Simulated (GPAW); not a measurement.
Runs of GPAW 26.7.0 on Y. The structure is cubic, space group Fm-3m (No. 225). The conventional cell has a = 5.104 Å, b = 5.104 Å, c = 5.104 Å, α = 90.00°, β = 90.00°, γ = 90.00°. Y (site symmetry m-3m) is surrounded by 12 Y at 3.61 Å. This isn't the form of Y at room conditions, which is hcp.

```csv
task,level,potentials or basis,smearing,smearing order,k mesh for the DOS,dos width,gap on the mesh (eV),pressure (GPa)
single point,RPBE,"the program's PAW data sets (release 1.2.1) made for this functional, pw",gaussian 0.02 eV,-,-,-,none,0.7
density of states,LDA,"the program's PAW data sets (release 1.2.1) made for this functional, pw",gaussian 0.1 eV,-,13 × 13 × 13,0.05 eV,none,(a)
single point,RPBE,"the program's PAW data sets (release 1.2.1) made for this functional, pw",gaussian 0.05 eV,-,-,-,none,0.7
single point,RPBE,"the program's PAW data sets (release 1.2.1) made for this functional, pw",gaussian 0.1 eV,-,-,-,none,0.6
```

Alike in all rows: no spin polarisation; cell as given; k mesh 9 × 9 × 9; cutoff (eV) 600.

Fill in the values left out.

(a) -4.5.

A k mesh can miss the band edges, and the runs leave out spin-orbit coupling on Y.

A gap of «none» marks a metal or a gap under the smearing width.
